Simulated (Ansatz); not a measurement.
# Fe (Im-3m) in Ansatz: relaxation of cell and atoms with RPBE+D4

Aim: the relaxation of cell and atoms of Fe with RPBE+D4.

All numbers are computed with Ansatz 0.2.0; they aren't measurements. Logs are shortened: lines on timing, memory, paths and dates and some standing lists are left out, and cuts for length are marked.

**1. The crystal as given**

It takes space group Im-3m (No. 229, cubic). Conventional cell: a = 2.886 Å, b = 2.886 Å, c = 2.886 Å, α = 90.00°, β = 90.00°, γ = 90.00°. Fe (site symmetry m-3m) is surrounded by 8 Fe at 2.50 Å.

**2. Relaxation of cell and atoms, RPBE+D4, collinear spin, ferromagnetic start**

Input file input.yaml:

```yaml
crystal:
  lattice:
    - [-1.443, 1.443, 1.443]
    - [1.443, -1.443, 1.443]
    - [1.443, 1.443, -1.443]
  atoms:
    - { symbol: Fe, position: [0.0, 0.0, 0.0], spin: 3.0 }
hamiltonian:
  xc: rpbe
  pseudopotentials: { kind: paw }
  dispersion: d4
magnetization:
  spin_polarized: true
kpoints:
  mp_grid: { grid: [13, 13, 13] }
scf:
  occupations: { method: fermi_dirac, width: 0.05 }
output:
  forces: true
  stress: true
relax:
  f_tol: 0.01
  max_steps: 40
  cell: { stress_tol: 0.05 }
```

Potentials or basis: Ansatz PAW.

The run is started by

```console
> ansatz run input.yaml --threads 2 --pin off --max-ram 5120MiB --backend cpu --events-out ev --progress --plain --runs-dir out
```

The log of the run:

```text
Warning: RAYON_NUM_THREADS=2 ignored (pool sized by the plan → 2); use --threads N
Engine: ansatz 0.2.0, aarch64-unknown-linux-gnu
Pseudopotentials: kind: paw
Pseudopotential: Fe, paw, valence charge 16, recommended cutoff 420 eV (normal), Fe.paw.azcp
Functional definition: RPBE
  parameter kappa = 0.804
  parameter beta = 0.06672455060314922
  exchange = rpbe_x(kappa = kappa, mu = beta*pi^2/3)
  correlation = pbe_c(beta = beta)
Crystal: 1 atoms, lattice volume = 12.019 Å³
Basis set: ecut = 420 eV, 225 PW (Γ), exchange–correlation on 36×36×36 points (8 copies of the dense FFT grid, shifted against one another)
Bands: 14, of which v1, the nominal top of the filled ones, is band 8 counted from 1 (7 counted from 0)
Symmetry: 48 space group operations
Space group: Im-3m (ITA 229), of the structure as read, at distance tolerance 2.3e-5 Å
Magnetic group: BNS 229.140 (UNI 1642), of the structure as read, at distance tolerance 2.3e-5 Å
k-points: 84 of 2197
Non-local potential: Fe, projectors of the file, l = 0: 3, l = 1: 2, l = 2: 3, l = 3: 1
PAW form: soft (Blöchl's): semilocal exchange-correlation on the pseudo side does not see the compensation charge
PAW frozen core: Fe, regenerated for the run's functional, and the local potential with it (the file was generated under x = pbe(κ = 0.804, μ = 0.2195149727645171), c = pbe(β = 0.06672455060314922))
PAW one-centre angular grid: Fe, 590 points (default); XC on 64 Gauss nodes
Initial density: superposition of atomic densities (chi_scale 0.1, normalization cell)
Starting moments: Σ|m| = 3 μB on 1 of 1 site
Initial wavefunctions: pseudopotential atomic-orbital guess
Functional: x = rpbe, c = pbe(β = 0.06672455060314922)
SCF iter   1: F=—  HF=-4485.754387 eV  |F-HF|=—  |Δ(HF+E_count)|=         —  Δρ=6.40e-2 (↑5.56e-2 ↓6.40e-2)  dr2=1.06e0  dr2_m=4.61e-2  M=2.609 μB ∫|m|=2.674 μB  β_m=0.30  ethr=3.10e-3  ⟨swp⟩=4.6  Hψ=11204  notcnv=0
Mixer restart at iter 1: flushing history
preconditioner: auto → none  [metal: Δε(μ)=0.014 eV  Ē_g=14.127 eV  σ=0.050 eV  W_gap=0.07  n_scr=0 (ndim 8)  ℏωp=30.3 eV  f_vac=0.000  D(μ)=0.98/eV (n_scr^D=12)]
SCF iter   2: F=—  HF=-4485.377182 eV  |F-HF|=—  |Δ(HF+E_count)|=   3.77e-1  Δρ=2.92e-2 (↑2.92e-2 ↓1.75e-2)  dr2=2.42e-2  dr2_m=4.89e-2  M=2.652 μB ∫|m|=2.747 μB  β_m=0.29  ethr=3.10e-3  ⟨swp⟩=2.5  Hψ=5088  notcnv=0  defer=179
SCF iter   3: F=—  HF=-4485.576296 eV  |F-HF|=—  |Δ(HF+E_count)|=         —  Δρ=1.83e-2 (↑1.46e-2 ↓1.83e-2)  dr2=2.42e-3  dr2_m=2.77e-2  M=2.506 μB ∫|m|=2.602 μB  β_m=0.29  ethr=1.51e-4  ⟨swp⟩=2.7  Hψ=4455  notcnv=0  defer=182
Mixer restart at iter 3: flushing history
SCF iter   4: F=—  HF=-4485.696464 eV  |F-HF|=—  |Δ(HF+E_count)|=   1.20e-1  Δρ=1.60e-2 (↑1.15e-2 ↓1.60e-2)  dr2=3.22e-3  dr2_m=1.92e-2  M=2.477 μB ∫|m|=2.583 μB  β_m=0.64  ethr=1.51e-5  ⟨swp⟩=2.0  Hψ=4439  notcnv=0  defer=181
SCF iter   5: F=—  HF=-4485.910647 eV  |F-HF|=—  |Δ(HF+E_count)|=   2.14e-1  Δρ=1.82e-2 (↑1.82e-2 ↓8.55e-3)  dr2=8.19e-3  dr2_m=1.82e-2  M=2.323 μB ∫|m|=2.467 μB  β_m=0.75  ethr=1.51e-5  ⟨swp⟩=2.9  Hψ=5104  notcnv=0  defer=181
[... 90 lines left out ...]
SCF iter   1: F=—  HF=-4485.947284 eV  |F-HF|=—  |Δ(HF+E_count)|=         —  Δρ=1.42e-6 (↑1.42e-6 ↓5.94e-7)  dr2=2.92e-10  dr2_m=2.78e-11  M=2.111 μB ∫|m|=2.237 μB  β_m=0.65  ethr=1.33e-9  ⟨swp⟩=3.3  Hψ=18834  notcnv=0
preconditioner: auto → none  [metal: Δε(μ)=0.013 eV  Ē_g=15.260 eV  σ=0.050 eV  W_gap=0.06  n_scr=0 (ndim 8)  ℏωp=31.5 eV  f_vac=0.000  D(μ)=1.08/eV (n_scr^D=12)]
SCF iter   2: F=—  HF=-4485.947284 eV  |F-HF|=—  |Δ(HF+E_count)|=  8.19e-10  Δρ=9.64e-7 (↑9.64e-7 ↓3.55e-7)  dr2=7.91e-11  dr2_m=1.19e-11  M=2.111 μB ∫|m|=2.237 μB  β_m=0.37  ethr=1.83e-12  ⟨swp⟩=2.0  Hψ=3704  notcnv=0
SCF iter   3: F=—  HF=-4485.947284 eV  |F-HF|=—  |Δ(HF+E_count)|=  6.82e-11  Δρ=3.58e-7 (↑3.58e-7 ↓2.20e-7)  dr2=2.50e-11  dr2_m=2.29e-12  M=2.111 μB ∫|m|=2.237 μB  β_m=0.61  ethr=1.00e-12  ⟨swp⟩=2.5  Hψ=3388  notcnv=0
SCF iter   4: F=—  HF=-4485.947284 eV  |F-HF|=—  |Δ(HF+E_count)|=  2.49e-10  Δρ=1.05e-7 (↑1.05e-7 ↓7.15e-8)  dr2=2.13e-12  dr2_m=2.14e-13  M=2.111 μB ∫|m|=2.237 μB  β_m=0.63  ethr=1.00e-12  ⟨swp⟩=2.2  Hψ=2895  notcnv=0
SCF iter   5: F=-4485.947284 eV  HF=-4485.947284 eV  |F-HF|=0.00e0  |Δ(HF+E_count)|=  3.09e-11  Δρ=1.55e-8 (↑1.55e-8 ↓8.52e-9)  dr2=1.96e-14  dr2_m=5.74e-15  M=2.111 μB ∫|m|=2.237 μB  ethr=1.00e-12  ⟨swp⟩=3.9  Hψ=8568  notcnv=0
SCF 8 converged in 5 iterations: F = -4485.947284 eV  dr2 = 1.96e-14
relax step   8: F+E_penalty+E_count = -4485.94728436 eV  Δ(F+E_penalty+E_count) = -1.603e-9 eV  max|allowed force component| = 0.000e0 eV/Å  Δτ_max = 0.0000 Å  P = +0.001 GPa  Ω = 11.110 Å³  stress off target by 1.33e-3 GPa  SCF on the basis re-selected at this cell (its energy is not comparable with the rows above)  (5 SCF iters)
basis re-selected at this cell: Δ(F+E_penalty+E_count) = -1.603e-9 eV, ΔP = +0.001 GPa vs the last step (what re-selecting the basis moved, of the pressure what is left beyond the Pulay correction that the steps carried, after the strain that the cell walked since its last selection, with what the two solves' SCF thresholds leave and, on support functions, any second-order correction that the steps lacked; it is no measure of the basis error at this ecutwfc). This SCF's stress stands 1.33e-3 GPa from its target on what of the cell is left free (relax.cell.stress_tol is 5.00e-2 GPa) and its largest allowed force component is 0.00e0 eV/Å (relax.f_tol is 1.00e-2 eV/Å): within both
SCF converged after 5 iterations
Magnetization: 2.1110 μB (9.0555 up, 6.9445 down)
Absolute magnetization: 2.2368 μB (∫|ρ↑−ρ↓|, with the PAW one-centre terms)
Spin contamination: 0.0376 ħ² per cell (⟨S²⟩ above its minimum at these occupations)
Per-site moments (μB) at R_I (Å): [(2.163741802914322, 1.004320219102981)]
Free energy (F): -4485.947284 eV
Harris-Foulkes:  -4485.947284 eV  (|F-HF|=0.00e0)
Internal energy: -4485.938673 eV  (E = F + TS)
E sigma→0 (E₀):  -4485.942979 eV
Entropy (-TS):   -0.008611 eV (-8.611 meV/atom)
Fermi energy:    19.196183 eV
--- Per-component energies (eV) ---
  E_band       = -202.927606
  E_kinetic    = 351.107528
  E_local      = -2035.917820  (includes V_loc(G=0)·N_el)
  E_nonlocal   = 217.366032
  E_hartree    = 857.451476
  E_xc         = -118.303048
  E_vxc        = -152.149128  (∫ρ·V_xc dr)
  E_paw        = -1370.993458  (= ΣΔE_a)
  E_vpaw       = -298.238045  (= ΣTr[D̂ρ^β])
  E_aug_tail   = 0.000870  (compensation charges beyond the density's cutoff)
  E_ewald      = -2385.910034
  E_disp       = -0.692100  (pairwise vdW)
  E_core_change = -0.048119  (= ΣΔE_core)
  E_smearing   = -0.008611  (= −TS)
  E_closure    = 0.000000  (closes the sum)
  Σ components = -4485.947284   (vs F -4485.947284, Δ=0.00e0)
--- Forces (eV/Å), atoms counted from 1 ---
  atom   1  Fe    -0.00000000     0.00000000     0.00000000
  max |Σ_I F_I| component: 1.35e-30 eV/Å
--- Stress (GPa, compression-positive) ---
        0.001331      -0.000000       0.000000
       -0.000000       0.001331       0.000000
       -0.000000      -0.000000       0.001331
  P = ⅓ Tr σ = 0.0013 GPa (0.013 kbar)
--- Relaxed structure (6 steps of the walk, 6 accepted, 2 SCFs on fresh bases) ---
  F+E_penalty+E_count = -4485.94728436 eV   max|allowed force component| = 0.000e0 eV/Å   (the final SCF, on the basis selected at the relaxed cell)
  cell:  # Å, volume = 11.1102 Å³
    - [-1.4056837547919756, 1.4056837547919756, 1.4056837547919756]
    - [1.4056837547919756, -1.4056837547919756, 1.4056837547919756]
    - [1.4056837547919756, 1.4056837547919756, -1.4056837547919756]
  atoms:
    - { symbol: Fe, position: [0.0, 0.0, 0.0] }
```

It took 11 s on 2 threads of Arm Neoverse V1, shared host; peak memory 0.3 GiB.

Results:

| Property | Result |
| --- | --- |
| Free energy | -4485.9473 eV |
| Relaxed volume | 11.11 Å³/atom |
| Relaxed cell | a = 2.435 Å, b = 2.435 Å, c = 2.435 Å, α = 109.47°, β = 109.47°, γ = 109.47° |
| Space group after relaxing (to 0.05 Å) | Im-3m (No. 229) |
| Energy gained by relaxing | 38.2 meV/atom |
| Ionic steps | 8 |
| Pressure after relaxing | 0.0 GPa |
| Net moment | 2.11 μB per cell |
| Absolute moment | 2.24 μB per cell |
| Site moments | Fe +2.16 μB |

Step by step:
```csv
step,energy change (eV),largest force (eV/Å),volume (Å³)
1,0.0000,0.0000,12.02
2,-0.0301,0.0000,11.51
3,-0.0370,0.0000,10.92
4,-0.0390,0.0000,11.10
5,-0.0390,0.0000,11.11
6,-0.0382,0.0000,11.11
7,-0.0382,0.0000,11.11
8,-0.0382,0.0000,11.11
```

Final structure:
```
Fe
1.0
    -1.40568    1.40568    1.40568
     1.40568   -1.40568    1.40568
     1.40568    1.40568   -1.40568
Fe
1
Direct
  0.00000 0.00000 0.00000
```

Caveat: the plane-wave basis is chosen anew once the cell has moved, so the energies of steps on either side of that aren't comparable; the PAW data sets come from PBE, with cores solved anew for the run's functional, which leaves a small shift of forces and pressure.
